Whoever puts a layer of lead dioxide under load has to decide whether one bulk modulus, the stiffness near zero pressure, can be carried up to several gigapascals. Whoever builds a force field for the same oxide has to decide whether its ions should carry their full formal charges, Pb⁴⁺ and O²⁻. Both decisions depend on how fast the pressure rises as the crystal shrinks, and on what makes it rise.

PBE calculations with GPAW 26.7.0 for rutile-type PbO₂ (space group P4₂/mnm), without spin polarisation, using GPAW PAW data sets 1.2.1, an 800 eV plane-wave cutoff, a 6×6×8 k-point mesh and Fermi–Dirac smearing of 0.05 eV. The cell shape and fractional coordinates are fixed at each volume, and energies are counted from the minimum of the fitted curve.

| volume (Å³/atom) | energy (meV/atom) | pressure (GPa) |
| --- | --- | --- |
| 13.32 | 55.35 | 14.850 |
| 13.61 | 32.49 | 10.830 |
| 13.89 | 16.28 | 7.300 |
| 14.18 | 5.95 | 4.180 |
| 14.46 | 0.83 | 1.420 |
| 14.74 | 0.31 | -1.040 |
| 15.03 | 3.89 | -3.210 |

The volume is counted per atom and grows in equal steps down the table. The energy is counted from the minimum of a smooth curve through the seven points, and a negative pressure means that the crystal is being pulled. The cell keeps its shape and the atoms keep their relative places, so every distance in the crystal scales with the cube root of the volume.

**From 13.32 to 13.89 Å³: the compressed end**

A single modulus fails here. With the zero-pressure value of 124.7 GPa, the first row should stand at 124.7 × (14.63 − 13.32)/14.63 = 11.2 GPa. The calculation gives 14.85 GPa, so the simple estimate is a quarter too low. The crystal has become stiffer on the way up.

The tempting explanation is geometry. The Pb–O distance changes by only 2 % either way from the middle row, and over so short a range a bond ought to behave like a spring, with an energy that is a parabola in its length. Even such a crystal stiffens, because in a smaller cell the same cut in volume shortens the bonds by more. No special chemistry would be needed.

The pressures reject this. Between the first two rows the calculated pressure falls by 4.02 GPa, while the springs allow only 3.3 GPa. Over the whole table the largest pressure step is 1.85 times the smallest, against 1.22 for springs. Geometry supplies a stiffening of the right sign and far too little of it.

**From 13.89 to 14.46 Å³: through the given cell**

What the springs lack can be found in a few lines. Let E be the energy at the distance r, let r₀ be the distance at rest, and let primes on E mean derivatives with respect to r.

- The volume V grows as r³, so the pressure is P = −rE′/(3V).
- The bulk modulus is B = −V dP/dV, which at rest becomes r₀²E″/(9V).
- One more derivative gives the growth of the modulus with pressure at rest: dB/dP = 1 − r₀E‴/(3E″).

The 1 is the share of geometry, and it is all that a spring has, since its E‴ is zero. The second term is the share of the bond itself. It counts how much the curvature of the energy changes when the bond gets shorter.

The pressures of the table give a growth of about 5 GPa in modulus for each GPa of pressure. Geometry accounts for 1 of these 5, so the bond must account for the other 4. Put back into the formula, this means that each 1 % of shortening raises the curvature by about 12 %. That is why 2 % is not a small change in a bond length, and why the picture of springs, a parabola in the distance, breaks down so early. A growth of 4 to 5 is usual for solids of many kinds, so the lesson is not peculiar to PbO₂.

The likely physical source of such a steep change is the repulsion between filled shells. When neighbouring atoms approach, these shells overlap, and the Pauli principle forces the electrons into states of higher kinetic energy. This repulsion follows the overlap of the outer tails of the shells, which grows almost exponentially as the distance shrinks. The attraction changes much more gently, so the total curve is steep on the short side and shallow on the long side.

A simple model with this shape is the ionic one of Born and Landé, with an attraction that goes as 1/r and a repulsion that goes as 1/rⁿ. For it the formula above gives dB/dP = (n + 7)/3. A fit to the energies of all seven rows yields n = 8.7, and hence a growth of 5.2. That is an ordinary exponent for ions with closed shells, but it rests on the assumed 1/r attraction: over this range the energies fix little more than the sum of the two exponents, so a steeper attraction would return a smaller n.

This can be tried on the top of the table. The mean pressure of the first two rows is 12.8 GPa, so the modulus there should be 125 + 5.2 × 12.8 = 192 GPa. The pressures themselves give 191 GPa. Both rows took part in the fit through their energies, but no pressure did, so the agreement shows that the fitted growth, carried on as a straight line from zero pressure, still holds at this end. It is a check of consistency rather than independent evidence, since the pressure is the slope of the same energy.

**From 14.46 to 14.74 Å³: the crystal at rest**

Here the pressure changes sign. The given cell, at 14.18 Å³, is therefore not the resting state of this calculation but a crystal under about 4 GPa. PBE commonly makes crystals somewhat too large, so a volume measured at room pressure should not be looked up in the pressure column. It would seem to belong to a compressed sample.

Close to zero the pressures deserve a little caution too. They lie about 0.1 GPa below the slope of the energies, probably because the set of plane waves is finite, though this was not tested. The shift moves the resting volume by only about 0.1 %.

The resting state is also the place to test the ionic model on something other than shape. It fits the curve so well that one is inclined to conclude that PbO₂ consists of Pb⁴⁺ and O²⁻. If so, the charges must also produce the right stiffness. In the model the modulus at rest is B = U(n − 1)/(9V), where U is the electrostatic binding energy per atom.

For full formal charges in this type of structure, U is roughly 42 eV. With n = 8.7 the modulus comes out near 390 GPa, about three times the calculated 125 GPa. Letting the cell change its shape and the atoms shift should, if anything, lower the calculated value, so it would not be expected to close the gap. Lowering n does not help: to bring the modulus down to the calculated value, n would have to fall to about 3.5, and the growth would then be only about 3.5. The ionic model has the right shape and, with full charges, the wrong size.

Chemistry offers a reason: lead in this high oxidation state pulls electron density back from oxygen, and the bonds are partly covalent. The run itself finds no band gap on its mesh in six of the seven rows and only 0.1 eV in the row at 14.18 Å³, which is not the picture of an insulator made of closed-shell ions, though PBE is known to make gaps too small. The table does not measure the sharing. It shows only that full charges, used with this simple repulsion, make the crystal far too stiff.

**From 14.74 to 15.03 Å³: the stretched end**

In the last stretch the crystal is pulled, and it gives way more easily than anywhere else in the table. The fitted springs miss this end as well. They ask for a pull of 3.8 GPa in the last row, where the calculation needs 3.2 GPa. Most of that miss is the price of a compromise: to follow the steep compressed rows, the fit makes its springs stiffer than the crystal is at rest. Springs set to the resting volume and to 124.7 GPa would ask for about 3.3 GPa here, but they would fall further short at the compressed end. No single spring serves both ends, because a real bond that is pulled leaves its repulsive wall behind.

A third candidate does as well as the ions. The Morse curve, a simple model of a covalent bond, has an exponential repulsion and an exponential attraction, and its modulus grows by 1 + ar₀ per unit of pressure, where a is the steepness of the exponentials. Fitted to the same seven energies, it gives a growth of 5.3. In the last row its pressure agrees with that of the ionic model to within 0.01 GPa.

Both models have one adjustable constant more than the springs, and that constant is precisely the steepness that the springs lack. Over so short a range, two curves with the same curvature and the same change of curvature are nearly the same curve. The shape therefore decides against springs, but it does not choose between ions and covalent bonds. The printed output after this text sets the pressures of all three models beside the calculated ones.

The first decision now has an answer. Between the ends of this table the calculated modulus of rutile-type PbO₂ in GPa is about 125 + 5P, with P in GPa. Below 1 GPa a single value is good to about 4 %; at 10 GPa it is too low by nearly a third. As the cell was not allowed to change its shape, the 125 is probably somewhat high for this level of theory. The run also keeps the rutile-type structure in every row, while a real crystal may turn into another structure within this range of pressure. The rule can serve for a real layer only as long as the structure lasts.

The second decision is settled only in part. Full formal charges should not be combined with a plain 1/rⁿ repulsion, however well the shape of the curve can be matched. What remains open is which contacts build the steep wall. Lead–oxygen and oxygen–oxygen distances shrink together in every row, so their shares can't be told apart here; a calculation that moves the oxygen atoms at fixed volume would begin to separate them.

Output of the analysis:

```
fit of energy on 7 rows: constant 59167 +/- 1287, coefficient of r -117105 +/- 2576, coefficient of r**2 57944 +/- 1288; rms 0.397, worst 13.61 0.464, leave-one-out rms 1.07
fit of energy on 7 rows: constant 11771 +/- 1.9, coefficient of 1/r -13439 +/- 2.2, coefficient of r**(-s) 1675 +/- 0.25, s 8.708; rms 0.00226, worst 14.74 0.00479, leave-one-out rms 0.00751
fit of energy on 7 rows: constant 2712 +/- 0.75, coefficient of exp(-s*(r-1)) -5677 +/- 1.5, coefficient of exp(-2*s*(r-1)) 2972 +/- 0.75, s 4.3; rms 0.00372, worst 14.74 0.00773, leave-one-out rms 0.0146
Pressures in GPa, Pb-O distance in angstrom:
    row   Pb-O  drop from row above  local modulus  calculated  springs     ions    Morse
  13.32  2.128                  n/a            n/a       14.85    14.07    14.96    14.95
  13.61  2.143                 4.02          190.9       10.83    10.78    10.96    10.96
  13.89  2.157                 3.53          171.2         7.3     7.62    7.431    7.433
  14.18  2.172                 3.12          154.4        4.18    4.588    4.306    4.306
  14.46  2.186                 2.76          139.4        1.42    1.674     1.54    1.538
  14.74  2.201                 2.46          126.7       -1.04   -1.127  -0.9112  -0.9118
  15.03  2.215                 2.17          113.9       -3.21   -3.823   -3.083   -3.077
Largest over smallest pressure step, calculated: 1.853
Largest over smallest pressure step, springs: 1.221
Largest over smallest pressure step, ions: 1.839
Largest over smallest pressure step, Morse: 1.84
Growth of local modulus per GPa of pressure, from the pressure column: 5.147
Modulus slope of the ionic model, (n+7)/3: 5.236
Modulus slope of the Morse model, 1 + a r0: 5.346
Largest pressure miss of springs, GPa: 0.7805
Largest pressure miss of ions, GPa: 0.1327
Largest pressure miss of Morse, GPa: 0.134
Bulk modulus expected from formal charges, GPa (rough): 389.6
Formal-charge modulus over calculated modulus: 3.125
```
